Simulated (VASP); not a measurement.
Crystal: Ca.

```
Ca
1.0
    -2.09649    2.10173    2.44535
     2.09649   -2.10173    2.44535
     2.09649    2.10173   -2.44535
Ca
1
Cartesian
  0.0000 0.0000 2.4454
```

This isn't the form of Ca at room conditions, which is fcc.

* Program: VASP 6.6.1
* Task: single point
* Functional: PBE
* Potentials or basis: VASP PAW PBE potentials, release 64 (Ca_pv)
* Cutoff: 900 eV
* k mesh: 19 × 19 × 19
* Occupations: methfessel-paxton, width 0.1 eV
* Spin: no spin polarisation

On this cell: pressure -0.4 GPa; band gap on the k mesh none (metal or under the smearing width).

The same run follows on a disturbed copy (grid = ENCUT=900 k=19x19x19 ISMEAR=1 SIGMA=0.1 PREC=Accurate EDIFF=1e-08 LREAL=False ADDGRID=False LASPH=True; cell strained at random at fixed volume):

```xyz
1
Lattice="-2.1296 2.1366 2.5184 2.0452 -2.1127 2.4255 2.0940 2.0772 -2.4979" Properties=species:S:1:pos:R:3 pbc="T T T"
Ca   -0.1351    0.0345    2.4663
```

What changes?

The energy (extrapolated to zero smearing) moves by +2.0 meV/atom; pressure -0.4 GPa; band gap on the k mesh none (metal or under the smearing width).

Stress tensor (GPa, compression positive):
```
-0.46  0.18  0.46
 0.18 -0.57 -0.12
 0.46 -0.12 -0.18
```
